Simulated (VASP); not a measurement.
Input of a VASP 6.6.1 run:

Contents of INCAR:

```
  PREC = Normal
  ENCUT = 520
  EDIFF = 1E-5
  ISMEAR = 0
  SIGMA = 0.15
  LREAL = Auto
  LASPH = True
  NELM = 80
  ALGO = Fast
  ISIF = 3
  LWAVE = False
  LCHARG = False
  GGA = PE
  IBRION = 2
  NSW = 110
  EDIFFG = -0.03
  ISYM = 0
  KPAR = 4
```

Contents of KPOINTS:

```
Automatic mesh
0
Gamma
  8 8 3
```

File POSCAR:

```
ZnGe2N2
1.0
    6.0703860000     -0.1075437700     -0.0607316800
   -1.5641643100      2.7188013600      0.0227332900
   -0.0787011400      0.0225960800      8.1362310400
Zn Ge N
2 4 4
Direct
    0.9638184100      0.0095621400      0.0151606400
    0.4803104200      0.0296585200      0.9901666100
    0.1185269900      0.5818644600      0.3694138100
    0.6449227500      0.6462515500      0.3513655400
    0.3384624200      0.3610333800      0.6328273200
    0.8473896000      0.3863886600      0.6515673500
    0.9808627700      0.9718249700      0.7371142400
    0.5264318200      0.0366144400      0.7514541200
    0.9914977000      0.9890772500      0.2340459600
    0.4952409500      0.9564047300      0.2407696800
```

Potentials or basis: VASP PAW PBE potentials, release 64 (Zn, Ge_d, N).

The run is started by

```console
$ cat potpaw_PBE.64/Zn/POTCAR potpaw_PBE.64/Ge_d/POTCAR potpaw_PBE.64/N/POTCAR > POTCAR
$ mpirun -np 4 vasp_std > vasp.out
```

(1) Estimate the space group after relaxing (to 0.05 Å).

(2) Predict the band gap on the k mesh.

(3) Estimate the relaxed volume.

## Answers

(1) P2_1/m (No. 11).

(2) none (metal or under the smearing width).

(3) 13.52 Å³/atom.
